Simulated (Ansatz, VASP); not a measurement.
## MgO in VASP and in Ansatz

File POSCAR:

```
MgO
1.0
    3.2882171868      0.0000000001      0.0000000000
   -1.6441085934      2.8476796169      0.0000000000
    0.0000000000      0.0000000000      5.0343664111
Mg O
2 2
Direct
    0.3333333333      0.6666666667     -0.0098385153
    0.6666666667      0.3333333333      0.4901614847
    0.3333333333      0.6666666667      0.3848385153
    0.6666666667      0.3333333333      0.8848385153
```

File INCAR.step1:

```
SYSTEM = MgO
PREC = Accurate
ENCUT = 520
ISMEAR = 0
SIGMA = 0.01
LREAL = .FALSE.
LASPH = .TRUE.
NELM = 80
NBANDS = 16
GGA = PE
ALGO = Normal
EDIFF = 1E-4
LWAVE = .TRUE.
LCHARG = .FALSE.
```

Contents of INCAR.step2:

```
SYSTEM = MgO
PREC = Accurate
ENCUT = 520
EDIFF = 1E-6
ISMEAR = 0
SIGMA = 0.01
LREAL = .FALSE.
LASPH = .TRUE.
NELM = 80
ALGO = Normal
ISIF = 2
LWAVE = .FALSE.
LCHARG = .TRUE.
METAGGA = R2SCAN
LMIXTAU = .TRUE.
LELF = .TRUE.
LVHAR = .TRUE.
NBANDS = 16
ISTART = 1
```

File KPOINTS:

```
regular mesh
0
G
  9 9 4
  0 0 0
```

Input for Ansatz:

```yaml
crystal:
  lattice:
    - [3.2882171868, 1.0e-10, 0.0]
    - [-1.6441085934, 2.8476796169, 0.0]
    - [0.0, 0.0, 5.0343664111]
  atoms:
    - { symbol: Mg, position: [0.3333333333, 0.6666666667, -0.0098385153] }
    - { symbol: Mg, position: [0.6666666667, 0.3333333333, 0.4901614847] }
    - { symbol: O, position: [0.3333333333, 0.6666666667, 0.3848385153] }
    - { symbol: O, position: [0.6666666667, 0.3333333333, 0.8848385153] }
kpoints:
  mp_grid: { grid: [9, 9, 4] }
hamiltonian:
  xc: r2scan
scf:
  occupations: { method: fixed }
  n_extra_bands: 5
output:
  forces: true
  stress: true
  eigenvalues: true
```

Alike in both runs: task single point; functional r2SCAN; k mesh 9 × 9 × 4; no spin polarisation.

```csv
,VASP,Ansatz
version,VASP 6.6.1,Ansatz 0.2.0
potentials or method,"VASP PAW PBE potentials, release 64 (Mg, O)","plane waves, PAW"
plane-wave cutoff (eV),520,500
occupations,"gaussian, width 0.01 eV",fixed
valence electrons in the cell,16,32
```

```tsv
	VASP	Ansatz	Ansatz less VASP
gap on the k mesh at the Fermi level (eV)	4.21	4.22	+0.015
pressure (GPa)	-0.5	0.0	+0.56
```

The two sets of potentials don't hold the same shells in valence.

Caveats: the PAW data sets were made with another functional, which shifts forces and pressure a little (VASP).
